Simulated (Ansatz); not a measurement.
# LiBr: strong compression

How does LiBr (rocksalt type) answer strong compression? The runs shown use PAW. Its runs: cell relaxed at zero pressure (PAW); volume scaled by 1 (PAW); volume scaled by 0.9 (PAW and PAW (source ansatz)); volume scaled by 0.8 (PAW); volume scaled by 0.7 (PAW); volume scaled by 0.6 (PAW); volume scaled by 0.5 (PAW); volume scaled by 0.4 (PAW and PAW (level accurate)).

Computed with Ansatz 0.2.0 (DFT PBE, with the methods named in each step, unless a step's input says otherwise).

### Step 1. The system as given

The structure is cubic, space group Fm-3m (No. 225). Conventional cell: a = 4.915 Å, b = 4.915 Å, c = 4.915 Å, α = 90.00°, β = 90.00°, γ = 90.00°. Li (site symmetry m-3m) has 6 Br at 2.46 Å in its first shell of neighbours. Br (site symmetry m-3m) is surrounded by 6 Li at 2.46 Å.

Coordinates:

```cif
data_structure
_symmetry_space_group_name_H-M 'P 1'
_symmetry_Int_Tables_number 1
_cell_length_a 3.4751
_cell_length_b 3.4751
_cell_length_c 3.4751
_cell_angle_alpha 60.000
_cell_angle_beta 60.000
_cell_angle_gamma 60.000
_cell_volume 29.67
loop_
_atom_site_label
_atom_site_type_symbol
_atom_site_fract_x
_atom_site_fract_y
_atom_site_fract_z
_atom_site_occupancy
Li1 Li 0.00000 0.00000 0.00000 1
Br1 Br 0.50000 0.50000 0.50000 1
```

Whether this phase is the stable one at these pressures isn't tested.

Atoms are numbered in the order of the input: Li1, Br2.

### Step 2. Cell relaxed at zero pressure, PAW

The input, input.yaml:

```yaml
crystal:
  lattice:
    - [0.0, 2.4572554004, 2.4572554004]
    - [2.4572554004, 0.0, 2.4572554004]
    - [2.4572554004, 2.4572554004, 0.0]
  atoms:
    - { symbol: Li, position: [0.0, 0.0, 0.0] }
    - { symbol: Br, position: [0.5, 0.5, 0.5] }
kpoints:
  mp_grid: { grid: [13, 13, 13] }
scf:
  occupations: { method: fermi_dirac, width: 0.05 }
hamiltonian:
  xc: pbe
  pseudopotentials: { kind: paw }
output:
  forces: true
  stress: true
relax:
  f_tol: 0.005
  max_steps: 40
  cell: {}
```

On the command line:

```
ansatz run input.yaml --threads 1 --pin off --max-ram 2048MiB --backend cpu --events-out ev --progress --plain --runs-dir out
```

Further steps of the session: Volume scaled by 1, PAW; Volume scaled by 0.9, PAW; Volume scaled by 0.9, PAW (source ansatz); Volume scaled by 0.8, PAW; Volume scaled by 0.7, PAW; Volume scaled by 0.6, PAW; Volume scaled by 0.5, PAW; Volume scaled by 0.4, PAW; Volume scaled by 0.4, PAW (level accurate).

Q: Predict the outcome of this session. Wanted: PAW pressure at 0.4 of the volume; PAW; fitted bulk modulus at zero pressure.

As calculated:

| quantity | value |
| --- | --- |
| PAW pressure at 0.4 of the volume | 170.0 GPa |
| PAW (level accurate) pressure at 0.4 of the volume | 169.6 GPa |
| fitted bulk modulus at zero pressure (PAW) | 27.3 GPa |
| its pressure derivative | 4.13 |

What this shows: At 0.4 of the starting volume PAW gives 170 GPa. One third-order Birch-Murnaghan curve follows these points (B₀ = 27.3 GPa, B′ = 4.13, misfit at most 0.30 GPa). A fit over so wide a range leans to the high pressures, so B₀ can be off by several per cent. The gap goes from 4.91 to 2.91 eV. No all-electron run checks these rows here, and frozen cores can fail under such compression. The ions are at rest, and the electrons smeared by 0.05 eV.

These are semilocal Kohn-Sham gaps, which aren't the measured quantity. Such gaps usually fall short of the measured ones.
